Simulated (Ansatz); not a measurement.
**Co: pressure against volume**

Aim: scale the cell of Co up and down at fixed shape and fractional positions, and get the equilibrium volume and bulk modulus with LAPW, PAW and all-electron datasets made for the crystal.

Computed with Ansatz 0.2.0 (DFT PBE, scalar-relativistic, unless a step's input says otherwise).

**1. The structure to begin with**

It takes space group P6_3/mmc (No. 194, hexagonal). The conventional cell has a = 2.519 Å, b = 2.519 Å, c = 4.091 Å, α = 90.00°, β = 90.00°, γ = 120.00°. Co (site symmetry -6m2) is surrounded by 12 Co at 2.51 to 2.52 Å.

Structure file:

```cif
data_structure
_symmetry_space_group_name_H-M 'P6_3/mmc'
_symmetry_Int_Tables_number 194
_cell_length_a 2.5190
_cell_length_b 2.5190
_cell_length_c 4.0910
_cell_angle_alpha 90.000
_cell_angle_beta 90.000
_cell_angle_gamma 120.000
_cell_volume 22.48
loop_
_atom_site_label
_atom_site_type_symbol
_atom_site_symmetry_multiplicity
_atom_site_Wyckoff_symbol
_atom_site_fract_x
_atom_site_fract_y
_atom_site_fract_z
_atom_site_occupancy
Co1 Co 2 c 0.33333 0.66667 0.25000 1
```

The file gives the conventional cell by its symmetry; the runs use the cell typed in the input.

The geometry is a database entry used as it stands. It may stem from high pressure or temperature, or be incomplete, so it serves as a test cell.

Atoms are numbered in the order of the input: Co1, Co2.

**2. Volume × 0.9405, LAPW**

Contents of input.yaml:

```yaml
crystal:
  lattice:
    - [2.4680156958, 0.0, 0.0]
    - [-1.2340078479, 2.1373642896, 0.0]
    - [0.0, 0.0, 4.0081971921]
  atoms:
    - { symbol: Co, position: [0.3333333333, 0.6666666667, 0.25], spin: 2.0 }
    - { symbol: Co, position: [0.6666666667, 0.3333333333, 0.75], spin: 2.0 }
magnetization:
  spin_polarized: true
kpoints:
  mp_grid: { grid: [19, 19, 10] }
scf:
  occupations: { method: fermi_dirac, width: 0.05 }
hamiltonian:
  xc: pbe
  pseudopotentials: { kind: all_electron, lapw: { basis_error: 0.0005 } }
output:
  forces: true
  stress: true
  eigenvalues: true
```

Started as:

```bash
$ ansatz run input.yaml --threads 1 --pin off --max-ram 3072MiB --backend cpu --events-out ev --progress --plain --runs-dir out
```

**3. Volume × 0.9405, PAW**

input.yaml: that of step 2 with these lines changed.

```diff
@@ -16,3 +16,3 @@
   xc: pbe
-  pseudopotentials: { kind: all_electron, lapw: { basis_error: 0.0005 } }
+  pseudopotentials: { kind: paw }
 output:
@@ -21 +21,6 @@
   eigenvalues: true
+  efg: { contact_densities: true }
+  write_density: true
+  write_potential: true
+  elf: true
+  volumetric_format: npy
```

**4. Volume × 0.9405, crystal datasets**

input.yaml: that of step 3 with these lines changed.

```diff
@@ -16,3 +16,3 @@
   xc: pbe
-  pseudopotentials: { kind: paw }
+  pseudopotentials: { kind: all_electron, datasets: crystal }
 output:
@@ -22,5 +22 @@
   efg: { contact_densities: true }
-  write_density: true
-  write_potential: true
-  elf: true
-  volumetric_format: npy
```

**5. Volume × 0.97, LAPW**

Contents of input.yaml:

```yaml
crystal:
  lattice:
    - [2.4935546764, 0.0, 0.0]
    - [-1.2467773382, 2.1594816955, 0.0]
    - [0.0, 0.0, 4.0496739422]
  atoms:
    - { symbol: Co, position: [0.3333333333, 0.6666666667, 0.25], spin: 2.0 }
    - { symbol: Co, position: [0.6666666667, 0.3333333333, 0.75], spin: 2.0 }
magnetization:
  spin_polarized: true
kpoints:
  mp_grid: { grid: [19, 19, 10] }
scf:
  occupations: { method: fermi_dirac, width: 0.05 }
hamiltonian:
  xc: pbe
  pseudopotentials: { kind: all_electron, lapw: { basis_error: 0.0005 } }
output:
  forces: true
  stress: true
  eigenvalues: true
```

**6. Volume × 0.97, PAW**

input.yaml: that of step 5 with these lines changed.

```diff
@@ -16,3 +16,3 @@
   xc: pbe
-  pseudopotentials: { kind: all_electron, lapw: { basis_error: 0.0005 } }
+  pseudopotentials: { kind: paw }
 output:
@@ -21 +21,2 @@
   eigenvalues: true
+  efg: { contact_densities: true }
```

**7. Volume × 1.03, LAPW**

Contents of input.yaml:

```yaml
crystal:
  lattice:
    - [2.5439430942, 0.0, 0.0]
    - [-1.2719715471, 2.2031193454, 0.0]
    - [0.0, 0.0, 4.1315075849]
  atoms:
    - { symbol: Co, position: [0.3333333333, 0.6666666667, 0.25], spin: 2.0 }
    - { symbol: Co, position: [0.6666666667, 0.3333333333, 0.75], spin: 2.0 }
magnetization:
  spin_polarized: true
kpoints:
  mp_grid: { grid: [19, 19, 10] }
scf:
  occupations: { method: fermi_dirac, width: 0.05 }
hamiltonian:
  xc: pbe
  pseudopotentials: { kind: all_electron, lapw: { basis_error: 0.0005 } }
output:
  forces: true
  stress: true
  eigenvalues: true
```

**8. Volume × 1.03, PAW**

input.yaml: that of step 7 with these lines changed.

```diff
@@ -16,3 +16,3 @@
   xc: pbe
-  pseudopotentials: { kind: all_electron, lapw: { basis_error: 0.0005 } }
+  pseudopotentials: { kind: paw }
 output:
@@ -21 +21,2 @@
   eigenvalues: true
+  efg: { contact_densities: true }
```

**9. Volume × 1.06, LAPW**

Contents of input.yaml:

```yaml
crystal:
  lattice:
    - [2.5684055861, 0.0, 0.0]
    - [-1.2842027931, 2.2243044849, 0.0]
    - [0.0, 0.0, 4.1712360565]
  atoms:
    - { symbol: Co, position: [0.3333333333, 0.6666666667, 0.25], spin: 2.0 }
    - { symbol: Co, position: [0.6666666667, 0.3333333333, 0.75], spin: 2.0 }
magnetization:
  spin_polarized: true
kpoints:
  mp_grid: { grid: [19, 19, 10] }
scf:
  occupations: { method: fermi_dirac, width: 0.05 }
hamiltonian:
  xc: pbe
  pseudopotentials: { kind: all_electron, lapw: { basis_error: 0.0005 } }
output:
  forces: true
  stress: true
  eigenvalues: true
```

(Steps that only read results are left out.)

**Question.** What will these runs give? Wanted: equilibrium volume; bulk modulus (for each run or level that gives them).

As calculated:

| quantity | value |
| --- | --- |
| equilibrium volume (LAPW) | 10.858 Å³/atom |
| bulk modulus (LAPW) | 211 GPa |
| its pressure derivative (LAPW) | 4.6 |
| equilibrium volume (PAW) | 10.863 Å³/atom |
| bulk modulus (PAW) | 211 GPa |
| its pressure derivative (PAW) | 4.6 |

In words: By LAPW, the pressure vanishes at 10.86 Å³/atom (-3.4 % from the starting cell) and the bulk modulus there is 211 GPa (Birch-Murnaghan, third order). Shape and positions are held, so a fully relaxed modulus can be lower. PAW's volume lies +0.04 % and its modulus less than 0.1 % from LAPW's. The moment on Co1 goes from 1.64 to 1.75 μB as the cell expands. No thermal or zero-point expansion is included. Other magnetic orders may lie lower; this is the state that the run reached.
